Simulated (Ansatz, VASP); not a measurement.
**Two plane-wave programs on Mg**

INCAR

```
PREC     = Accurate       # precision mode
ENCUT    = 520            # plane-wave cutoff, eV
EDIFF    = 1E-6           # SCF threshold, eV
ISMEAR   = -1             # smearing method
SIGMA    = 0.1            # smearing width, eV
LREAL    = False          # projectors in reciprocal space
LASPH    = True           # aspherical terms in the spheres
NELM     = 80             # most SCF steps
ALGO     = Normal         # electronic algorithm
ISIF     = 2              # what is computed and relaxed
LWAVE    = False          # write WAVECAR
LCHARG   = False          # write CHGCAR
GGA      = PS             # functional
NBANDS   = 7              # bands
```

The input KPOINTS:

```
Automatic mesh
0
Gamma
  14 14 14
```

File POSCAR:

```
Mg
1.0
    0.0000000000      2.2160979450      2.2160979450
    2.2160979450      0.0000000000      2.2160979450
    2.2160979450      2.2160979450      0.0000000000
Mg
1
Direct
    0.0000000000      0.0000000000      0.0000000000
```

Input for Ansatz:

```yaml
crystal:
  lattice:
    - [0.0, 2.216097945, 2.216097945]
    - [2.216097945, 0.0, 2.216097945]
    - [2.216097945, 2.216097945, 0.0]
  atoms:
    - { symbol: Mg, position: [0.0, 0.0, 0.0] }
hamiltonian:
  xc: pbesol
  pseudopotentials:
    kind: paw
    azcp:
      Mg: "pseudopotentials/Mg.paw.azcp"
basis:
  ecutwfc: 420
  fft_grid_basis: typed
kpoints:
  mp_grid: { grid: [14, 14, 14], shift: [0, 0, 0] }
magnetization:
  spin_polarized: false
scf:
  occupations: { method: fermi_dirac, width: 0.1 }
  lower_state_search: "off"
output:
  stress: true
```

Alike in both runs: task single point; functional PBEsol; k mesh 14 × 14 × 14; occupations fermi-dirac, width 0.1 eV; no spin polarisation.

|  | VASP | Ansatz |
| --- | --- | --- |
| version | VASP 6.6.1 | Ansatz 0.2.0 |
| potentials or method | VASP PAW PBE potentials, release 64 (Mg) | plane waves (420 eV) with PAW, scalar-relativistic |
| plane-wave cutoff (eV) | 520 | 420 |
| valence electrons in the cell | 2 | 10 |

|  | VASP | Ansatz | Ansatz less VASP |
| --- | --- | --- | --- |
| pressure (GPa) | 1.7 | 1.7 | +0.03 |

With one functional, cell and mesh, what is left measures potentials, basis and numerics. The two sets of potentials don't hold the same shells in valence. Ansatz warned: «pseudo_functional_mismatch».

Caveats: the PAW data sets were made with another functional, which shifts forces and pressure a little (VASP).
